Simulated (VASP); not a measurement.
VASP 6.6.1, PBE single-point calculation, KBr (zincblende)

INCAR

```
EDIFF = 1E-7
ISMEAR = -1
LREAL = .FALSE.
NSW = 0
LWAVE = .FALSE.
PREC = Accurate
ISIF = 2
SIGMA = 0.02
ENCUT = 520
NBANDS = 15
NELM = 120
LCHARG = .FALSE.
IBRION = -1
LASPH = .TRUE.
GGA = PE
```

KPOINTS

```
KPOINTS created by Atomic Simulation Environment
0
Gamma
6 6 6
0 0 0
```

KPOINTS_OPT

```
special points
7
Reciprocal
0.0000000000 0.0000000000 0.0000000000 1
-0.5000000000 -0.5000000000 0.0000000000 1
-0.3750000000 -0.3750000000 0.2500000000 1
-0.3750000000 0.0000000000 0.3750000000 1
0.0000000000 0.0000000000 0.5000000000 1
-0.5000000000 -0.2500000000 0.2500000000 1
0.0000000000 0.2291670000 -0.2500000000 1
```

POSCAR

```
K  Br
 1.0000000000000000
    -0.0000000000000000    3.6882992941940822    3.6882992941940822
     3.6882992941940822   -0.0000000000000000    3.6882992941940822
     3.6882992941940822    3.6882992941940822   -0.0000000000000000
 K   Br
   1   1
Cartesian
 -0.0000000000000000  0.0000000000000000  0.0000000000000000
  1.8441496470970411  1.8441496470970411  1.8441496470970411
```

VASP ran with the recommended PBE PAW datasets (16 valence electrons in the cell).

Command

```
mpirun -np 1 vasp_std
```

From OUTCAR

```
k-points           NKPTS =     16   k-points in BZ     NKDIM =     16   number of bands    NBANDS=     15

   NELECT =      16.0000    total number of electrons

   dimension x,y,z NGX =    40 NGY =   40 NGZ =   40
   dimension x,y,z NGXF=    80 NGYF=   80 NGZF=   80

  energy-cutoff  :      520.00
  volume of cell :      100.35
      direct lattice vectors                 reciprocal lattice vectors
     0.000000000  3.688299294  3.688299294    -0.135563836  0.135563836  0.135563836
     3.688299294  0.000000000  3.688299294     0.135563836 -0.135563836  0.135563836
     3.688299294  3.688299294  0.000000000     0.135563836  0.135563836 -0.135563836

 k-points in reciprocal lattice and weights: KPOINTS created by Atomic Simulation Env
   0.00000000  0.00000000  0.00000000       0.005
   0.16666667  0.00000000  0.00000000       0.037
   0.33333333  0.00000000  0.00000000       0.037
   0.50000000  0.00000000  0.00000000       0.019
   0.16666667  0.16666667  0.00000000       0.028
   0.33333333  0.16666667  0.00000000       0.111
   0.50000000  0.16666667  0.00000000       0.111
  -0.33333333  0.16666667  0.00000000       0.111
   ...

 E-fermi :  -2.6450

 k-point     1 :       0.0000    0.0000    0.0000
  band No.  band energies     occupation
      1     -30.9185      2.00000
      2     -15.0066      2.00000
      3     -14.4160      2.00000
      4     -14.4160      2.00000
      5     -14.4160      2.00000
      6      -3.1473      2.00000
      7      -3.1473      2.00000
      8      -3.1473      2.00000
      9       1.1493      0.00000
     10       5.4848      0.00000
     11       5.4848      0.00000
     12       6.4738      0.00000
     13       6.4738      0.00000
     14       6.4738      0.00000
     15       7.1897      0.00000

 k-point     2 :       0.1667    0.0000    0.0000
  band No.  band energies     occupation
      1     -30.9181      2.00000
      2     -15.0672      2.00000
      3     -14.4176      2.00000
      4     -14.4176      2.00000
      5     -14.3491      2.00000
      6      -3.2636      2.00000
      7      -3.1434      2.00000
      8      -3.1434      2.00000
      9       1.5787      0.00000
     10       5.2352      0.00000
     11       5.2352      0.00000
     12       6.1044      0.00000
     13       6.4788      0.00000
     14       6.9287      0.00000
     15       6.9287      0.00000

 k-point     3 :       0.3333    0.0000    0.0000
  band No.  band energies     occupation
      1     -30.9174      2.00000
      2     -15.1622      2.00000
      3     -14.4208      2.00000
      4     -14.4208      2.00000
      5     -14.2419      2.00000
      6      -3.4495      2.00000
      7      -3.1365      2.00000
      8      -3.1365      2.00000
      9       2.5425      0.00000
     10       4.8130      0.00000
     11       5.0730      0.00000
     12       5.0730      0.00000
     13       6.4746      0.00000
     14       6.6708      0.00000
     15       6.6708      0.00000

 k-point     4 :       0.5000    0.0000    0.0000
  band No.  band energies     occupation
      1     -30.9170      2.00000
      2     -15.2020      2.00000
      3     -14.4224      2.00000
      4     -14.4224      2.00000
      5     -14.1963      2.00000
      6      -3.5252      2.00000
      7      -3.1333      2.00000
      8      -3.1333      2.00000
      9       3.3967      0.00000
     10       3.8463      0.00000
     11       5.0743      0.00000
     12       5.0743      0.00000
     13       6.4644      0.00000
     14       6.4644      0.00000
     15       7.0162      0.00000

 k-point     5 :       0.1667    0.1667    0.0000
  band No.  band energies     occupation
      1     -30.9180      2.00000
      2     -15.0847      2.00000
      3     -14.4199      2.00000
      4     -14.4199      2.00000
      5     -14.3261      2.00000
      6      -3.2853      2.00000
      7      -3.1488      2.00000
      8      -3.1488      2.00000
      9       1.7197      0.00000
     10       4.6673      0.00000
     11       5.7059      0.00000
     12       6.2736      0.00000
     13       6.7717      0.00000
     14       6.7718      0.00000
     15       6.9776      0.00000

 k-point     6 :       0.3333    0.1667    0.0000
  band No.  band energies     occupation
      1     -30.9174      2.00000
      2     -15.1613      2.00000
      3     -14.4245      2.00000
      4     -14.4234      2.00000
      5     -14.2364      2.00000
      6      -3.4159      2.00000
      7      -3.1627      2.00000
      8      -3.1457      2.00000
      9       2.4850      0.00000
     10       4.3015      0.00000
     11       5.3625      0.00000
     12       5.6296      0.00000
     13       6.6284      0.00000
     14       6.6569      0.00000
     15       6.9294      0.00000

 k-point     7 :       0.5000    0.1667    0.0000
  band No.  band energies     occupation
      1     -30.9169      2.00000
      2     -15.2127      2.00000
      3     -14.4301      2.00000
      4     -14.4246      2.00000
      5     -14.1745      2.00000
      6      -3.4814      2.00000
      7      -3.2002      2.00000
      8      -3.1377      2.00000
      9       3.3677      0.00000
     10       3.8930      0.00000
     11       4.9275      0.00000
     12       5.3091      0.00000
     13       6.5735      0.00000
     14       6.7731      0.00000
     15       6.9866      0.00000

 k-point     8 :      -0.3333    0.1667    0.0000
  band No.  band energies     occupation
      1     -30.9170      2.00000
      2     -15.2004      2.00000
      3     -14.4308      2.00000
      4     -14.4224      2.00000
      5     -14.1893      2.00000
      6      -3.4536      2.00000
      7      -3.2130      2.00000
      8      -3.1321      2.00000
      9       3.0960      0.00000
     10       4.2525      0.00000
     11       4.9612      0.00000
     12       5.0430      0.00000
     13       6.7504      0.00000
     14       6.8049      0.00000
     15       6.8548      0.00000

 k-point     9 :      -0.1667    0.1667    0.0000
  band No.  band energies     occupation
      1     -30.9176      2.00000
      2     -15.1327      2.00000
      3     -14.4247      2.00000
      4     -14.4189      2.00000
      5     -14.2713      2.00000
      6      -3.3620      2.00000
      7      -3.1761      2.00000
      8      -3.1347      2.00000
      9       2.1821      0.00000
     10       4.8939      0.00000
     11       4.9743      0.00000
     12       5.6057      0.00000
     13       6.6091      0.00000
     14       6.8827      0.00000
     15       7.0282      0.00000

 k-point    10 :       0.3333    0.3333    0.0000
  band No.  band energies     occupation
      1     -30.9170      2.00000
      2     -15.2003      2.00000
      3     -14.4275      2.00000
      4     -14.4275      2.00000
      5     -14.1872      2.00000
      6      -3.4901      2.00000
      7      -3.1502      2.00000
      8      -3.1502      2.00000
      9       2.8072      0.00000
     10       3.9770      0.00000
     11       5.2313      0.00000
     12       6.2939      0.00000
     13       6.5134      0.00000
     14       6.5134      0.00000
     15       7.3633      0.00000

 k-point    11 :       0.5000    0.3333    0.0000
  band No.  band energies     occupation
      1     -30.9167      2.00000
      2     -15.2353      2.00000
      3     -14.4338      2.00000
      4     -14.4292      2.00000
      5     -14.1416      2.00000
      6      -3.5067      2.00000
      7      -3.2038      2.00000
      8      -3.1460      2.00000
      9       3.0813      0.00000
     10       4.0338      0.00000
     11       5.2533      0.00000
     12       5.8946      0.00000
     13       6.5854      0.00000
     14       6.7668      0.00000
     15       6.8964      0.00000

 k-point    12 :      -0.3333    0.3333    0.0000
  band No.  band energies     occupation
      1     -30.9167      2.00000
      2     -15.2346      2.00000
      3     -14.4385      2.00000
      4     -14.4266      2.00000
      5     -14.1403      2.00000
      6      -3.4052      2.00000
      7      -3.3234      2.00000
      8      -3.1371      2.00000
      9       3.3190      0.00000
     10       4.0585      0.00000
     11       5.1259      0.00000
     12       5.2973      0.00000
     13       6.5992      0.00000
     14       6.9203      0.00000
     15       7.0625      0.00000

 k-point    13 :       0.5000    0.5000    0.0000
  band No.  band energies     occupation
      1     -30.9166      2.00000
      2     -15.2472      2.00000
      3     -14.4314      2.00000
      4     -14.4314      2.00000
      5     -14.1288      2.00000
      6      -3.5672      2.00000
      7      -3.1500      2.00000
      8      -3.1500      2.00000
      9       2.9393      0.00000
     10       4.0438      0.00000
     11       5.7975      0.00000
     12       6.3319      0.00000
     13       6.3319      0.00000
     14       6.4211      0.00000
     15       6.7579      0.00000

 ...

  Total        0.1756618      0.1756618      0.1756618      0.0000000      0.0000000      0.0000000
  in kB        2.8046548      2.8046548      2.8046548      0.0000000      0.0000000      0.0000000
  external PRESSURE =       2.8046548 kB  Pullay stress =       0.0000000 kB

 POSITION                                       TOTAL-FORCE (eV/Angst)
 -----------------------------------------------------------------------------------
      0.00000      0.00000      0.00000         0.000000      0.000000      0.000000
      1.84415      1.84415      1.84415        -0.000000     -0.000000     -0.000000
 -----------------------------------------------------------------------------------
    total drift:                               -0.000000     -0.000000     -0.000000

  FREE ENERGIE OF THE ION-ELECTRON SYSTEM (eV)
  ---------------------------------------------------
  free  energy   TOTEN  =        -6.0348310299 eV

  energy  without entropy=       -6.0348310299  energy(sigma->0) =       -6.03483103
```

The gap between bands v and c is 4.28 eV and the least direct gap is 4.30 eV. The pressure is 0.3 GPa.

Band v is the last that the valence electrons fill when counted band by band, and c is the next.

The run took about 33 s on one core of a shared host (Intel Xeon Platinum 8488C) and held 0.26 GiB at most.
